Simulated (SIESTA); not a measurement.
**TePb under changes of volume**

One of the cells (33.730 Å³/atom); the others are scaled copies at fixed shape and fractional positions:

```
Pb Te
1.0
     0.00000    3.23100    3.23100
     3.23100    0.00000    3.23100
     3.23100    3.23100    0.00000
Pb Te
1 1
Direct
  0.00000 0.00000 0.00000
  0.50000 0.50000 0.50000
```

| Property | Result |
| --- | --- |
| Program | SIESTA 5.4.2 |
| Functional | PBE |
| Potentials or basis | PseudoDojo 0.4 standard (PBE files) |
| Basis | SZ (energy shift 0.003 Ry) |
| Grid cutoff | 500 Ry |
| Energy shift | 0.003 Ry |
| k mesh | 7 × 7 × 7 |
| Occupations | fermi-dirac, width 0.05 eV |
| Spin | no spin polarisation |

```csv
volume (Å³/atom),energy over the lowest point (meV/atom),pressure (GPa)
31.706,138.74,9.8
32.380,100.99,8.2
33.055,69.79,6.7
33.730,?,?
34.404,25.88,4.2
35.079,10.70,3.1
35.753,0.00,2.1
```

Task: What does the run at 33.730 Å³/atom give?

Result: Energy over the lowest point 45.78 meV/atom; pressure 5.3 GPa.

Worked out: A Birch-Murnaghan fit of order 3 (a polynomial in V^(-2/3)) to the other rows has no minimum within the range. It gives 45.16 meV/atom at 33.730 Å³/atom, against the run's 45.78, and -dE/dV = 5.2 GPa, against 5.3.

Energies are extrapolated to zero smearing.

Caveats: the basis has no polarisation orbitals; the basis of atomic orbitals isn't converged, which shifts pressures, moduli and gaps.
